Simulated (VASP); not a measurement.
**N on the C site in SiC (Moissanite 3C)**

Aim: the formation energy and local structure of N on the C site in SiC (Moissanite 3C). The start is a cell from a database of measured crystal structures.

Main program and level: VASP 6.6.1; PBEsol; plane waves and PAW (Si, C), in the first sound run; inputs show where later runs differ.

**1. The host crystal**

The structure is cubic, space group F-43m (No. 216). The conventional cell has a = 4.358 Å, b = 4.358 Å, c = 4.358 Å, α = 90.00°, β = 90.00°, γ = 90.00°. Nearest to Si lie 4 C at 1.89 Å. Nearest to C lie 4 Si at 1.89 Å. Farther neighbours are not listed.

Structure file:

```xyz
2
Lattice="0.0000 2.1790 2.1790 2.1790 0.0000 2.1790 2.1790 2.1790 0.0000" Properties=species:S:1:pos:R:3 pbc="T T T"
Si    0.0000    0.0000    0.0000
C     3.2685    3.2685    3.2685
```

**2. The host at zero pressure**

The later steps need the crystal at this functional's own lattice; a raised cutoff keeps the stress reliable while the cell changes.

INCAR reads:

```
SYSTEM = SiC
PREC = Accurate
ENCUT = 520
EDIFF = 1E-06
NELM = 120
ISMEAR = 0
SIGMA = 0.05
LREAL = .FALSE.
ALGO = Normal
GGA = PS
NBANDS = 10
LORBIT = 11
LWAVE = .FALSE.
LCHARG = .FALSE.
IBRION = 2
NSW = 40
ISIF = 3
EDIFFG = -0.02
POTIM = 0.4
```

POSCAR reads:

```
SiC
1.0
    0.0000000000      2.1790000000      2.1790000000
    2.1790000000      0.0000000000      2.1790000000
    2.1790000000      2.1790000000      0.0000000000
Si C
1 1
Direct
    0.0000000000      0.0000000000      0.0000000000
    0.7500000000      0.7500000000      0.7500000000
```

KPOINTS reads:

```
Automatic mesh
0
Gamma
5 5 5
0 0 0
```

Potentials, in the order of the species: Si and C (PBE family, release 64).

The run is started by

```
> export OMP_NUM_THREADS=5
> mpirun -np 1 vasp_std
```

Log:

```text
[banner, memory and clock lines left out]
running    1 mpi-ranks, on    1 nodes
 distrk:  each k-point on    1 cores,    1 groups
 distr:  one band on    1 cores,    1 groups
 Offloading initialized ...    1 GPUs detected
 POSCAR found type information on POSCAR SiC
 POSCAR found :  2 types and       2 ions
|                                                                             |
|               ----> ADVICE to this user running VASP <----                  |
|                                                                             |
|     You enforced a specific xc type in the INCAR file but a different       |
|     [... a line on the potential file left out ...]
|     I HOPE YOU KNOW WHAT YOU ARE DOING!                                     |
|                                                                             |

 LDA part: xc-table for (Slater+PW92), standard interpolation
 POSCAR, INCAR and KPOINTS ok, starting setup
 FFT: planning ... GRIDC
 FFT: planning ... GRID_SOFT
 FFT: planning ... GRID
 WAVECAR not read
 entering main loop
       N       E                     dE             d eps       ncg     rms          rms(c)
DAV:   1     0.121369219461E+01    0.12137E+01   -0.38240E+03   208   0.667E+02
DAV:   2    -0.171283389414E+02   -0.18342E+02   -0.17046E+02   260   0.103E+02
DAV:   3    -0.176972493992E+02   -0.56891E+00   -0.56769E+00   236   0.161E+01
DAV:   4    -0.176996456580E+02   -0.23963E-02   -0.23960E-02   226   0.130E+00
DAV:   5    -0.176996564025E+02   -0.10745E-04   -0.10744E-04   232   0.805E-02    0.876E+00
DAV:   6    -0.159626053943E+02    0.17371E+01   -0.62974E+00   208   0.120E+01    0.393E+00
DAV:   7    -0.158925995197E+02    0.70006E-01   -0.37190E-01   224   0.371E+00    0.177E+00
DAV:   8    -0.158780076357E+02    0.14592E-01   -0.21361E-02   202   0.101E+00    0.158E-01
DAV:   9    -0.158778674592E+02    0.14018E-03   -0.14142E-03   222   0.217E-01    0.111E-01
DAV:  10    -0.158779152549E+02   -0.47796E-04   -0.11049E-04   218   0.706E-02    0.230E-02
DAV:  11    -0.158779153028E+02   -0.47966E-07   -0.12808E-05   210   0.205E-02    0.493E-03
DAV:  12    -0.158779155325E+02   -0.22967E-06   -0.64616E-07   106   0.537E-03
   1 F= -.15877916E+02 E0= -.15877916E+02  d E =-.158779E+02
 curvature:   0.00 expect dE= 0.000E+00 dE for cont linesearch  0.000E+00
 trial: gam= 0.00000 g(F)=  0.114E-47 g(S)=  0.860E-04 ort = 0.000E+00 (trialstep = 0.100E+01)
 search vector abs. value=  0.860E-04
 reached required accuracy - stopping structural energy minimisation
```

Run time: 12 s. Hardware: 1 × NVIDIA H100 80GB HBM3, 81559 MiB with 1 MPI rank of AMD EPYC 7R13 (Zen 3), card shared with another run, shared host; peak memory 1.7 GiB.

Lines that name or quote the potential files are left out of all logs, and their timing lines are given in words.

OUTCAR, selected parts (step 2):

```text
ion  position               nearest neighbor table
   1  0.000  0.000  0.000-   2 1.89   2 1.89   2 1.89   2 1.89
   2  0.750  0.750  0.750-   1 1.89   1 1.89   1 1.89   1 1.89

  LATTYP: Found a face centered cubic cell.
 ALAT       =     4.3580000000

 Subroutine GETGRP returns: Found 24 space group operations
 (whereof 24 operations were pure point group operations)

The static configuration has the point symmetry T_d .

 Found     10 irreducible k-points:

   k-points           NKPTS =     10   k-points in BZ     NKDIM =     10   number of bands    NBANDS=     10

   dimension x,y,z NGX =    24 NGY =   24 NGZ =   24
   dimension x,y,z NGXF=    48 NGYF=   48 NGZF=   48

   ENCUT  =  520.0 eV  38.22 Ry    6.18 a.u.   5.73  5.73  5.73*2*pi/ulx,y,z

   NELECT =       8.0000    total number of electrons

 k-points in reciprocal lattice and weights: Automatic mesh
   0.00000000  0.00000000  0.00000000       0.008
   0.20000000  0.00000000  0.00000000       0.064
   0.40000000  0.00000000  0.00000000       0.064
   0.20000000  0.20000000  0.00000000       0.048
   0.40000000  0.20000000  0.00000000       0.192
  -0.40000000  0.20000000  0.00000000       0.192
  -0.20000000  0.20000000  0.00000000       0.096
   0.40000000  0.40000000  0.00000000       0.048
  -0.40000000  0.40000000  0.00000000       0.096
  -0.40000000  0.40000000  0.20000000       0.192

 average (electrostatic) potential at core
       1 -80.1150       2 -44.9075

 E-fermi :   8.3965

 k-point     1 :       0.0000    0.0000    0.0000
  band No.  band energies     occupation
      1      -7.3563      2.00000
      2       8.0782      2.00000
      3       8.0782      2.00000
      4       8.0782      2.00000
      5      14.2599      0.00000
      6      15.3016      0.00000
      7      15.3016      0.00000
      8      15.3016      0.00000
      9      22.5159      0.00000
    ...

 k-point     2 :       0.2000    0.0000    0.0000
  band No.  band energies     occupation
      1      -6.5795      2.00000
      2       4.9268      2.00000
      3       7.6334      2.00000
      4       7.6334      2.00000
      5      14.2055      0.00000
      6      15.9038      0.00000
      7      15.9038      0.00000
      8      16.7901      0.00000
      9      20.8651      0.00000
    ...

 k-point     3 :       0.4000    0.0000    0.0000
  band No.  band energies     occupation
      1      -4.4928      2.00000
      2       0.5277      2.00000
      3       7.0962      2.00000
      4       7.0962      2.00000
      5      13.5295      0.00000
      6      15.3688      0.00000
      7      15.3688      0.00000
      8      17.9890      0.00000
      9      23.6062      0.00000
    ...

  Total        0.0385503      0.0385503      0.0385503      0.0000000     -0.0000000     -0.0000000
  in kB        2.9849443      2.9849443      2.9849443      0.0000000     -0.0000000     -0.0000000
  external PRESSURE =       2.9849443 kB  Pullay stress =       0.0000000 kB

  energy-cutoff  :      520.00
  volume of cell :       20.69
      direct lattice vectors                 reciprocal lattice vectors
     0.000000000  2.179000000  2.179000000    -0.229463056  0.229463056  0.229463056
     2.179000000  0.000000000  2.179000000     0.229463056 -0.229463056  0.229463056
     2.179000000  2.179000000  0.000000000     0.229463056  0.229463056 -0.229463056

 POSITION                                       TOTAL-FORCE (eV/Angst)
 -----------------------------------------------------------------------------------
      0.00000      0.00000      0.00000        -0.000000     -0.000000     -0.000000
      3.26850      3.26850      3.26850         0.000000      0.000000      0.000000
 -----------------------------------------------------------------------------------
    total drift:                               -0.000000     -0.000000     -0.000000

  FREE ENERGIE OF THE ION-ELECTRON SYSTEM (eV)
  ---------------------------------------------------
  free  energy   TOTEN  =       -15.8779155325 eV

  energy  without entropy=      -15.8779155325  energy(sigma->0) =      -15.87791553

 reached required accuracy - stopping structural energy minimisation

 total charge
# of ion       s       p       d       tot
------------------------------------------
    1        0.706   0.975   0.000   1.681
    2        0.830   1.705   0.000   2.535
--------------------------------------------------
tot          1.536   2.681   0.000   4.216

[... 3 further parts left out ...]
```

CONTCAR:

```
SiC
    1.000000000000000
     0.0000000000000000    2.1789999999999998    2.1789999999999998
     2.1789999999999998    0.0000000000000000    2.1789999999999998
     2.1789999999999998    2.1789999999999998    0.0000000000000000
  Si              C
     1     1
Direct
     0.0000000000000000    0.0000000000000000    0.0000000000000000
     0.7500000000000000    0.7500000000000000    0.7500000000000000
```

The gap is read on the k-mesh alone, so it is an upper bound where the band edges lie off the mesh. The PAW data sets were made with PBE, which is usual practice but a small mismatch for other functionals. The run keeps the 24 symmetry operations of its start, so it cannot find a distortion of lower symmetry.

Little changed from the start: no atom moved by 0.005 Å and no cell edge by 0.1 %.

A gap read on the k-mesh alone can miss the band edges.

Numbers from this step:

| Property | Result |
| --- | --- |
| electronic cycles | 12 |
| electrons | 8 |
| free energy (TOTEN) | -15.88 eV |
| Fermi energy | 8.396 eV |
| labelled metallic, from the levels on this mesh | no |
| gap on the k-mesh | 1.685 eV |
| least direct gap on the k-mesh | 4.689 eV |

The start already met the threshold, so nothing moved.

[end of part 1 of 7]

[Lines on the potential files, build, host, timing and source positions are cut from VASP's logs without a mark.]

[Logs are printed without paths, hosts, clocks, repeated set-up lines and the standing remarks that a program may print on its own settings, such as how far it seeks lower states.]

[Hosts, paths, dates, database ids (printed as entryN), source tags and the programs' standing remarks are cut or masked in the printed files.]

[In band tables of VASP the shares of atoms and orbitals are scaled to a sum of 1 inside the atoms' spheres.]

[Runs that stopped without an error message from VASP are left out.]
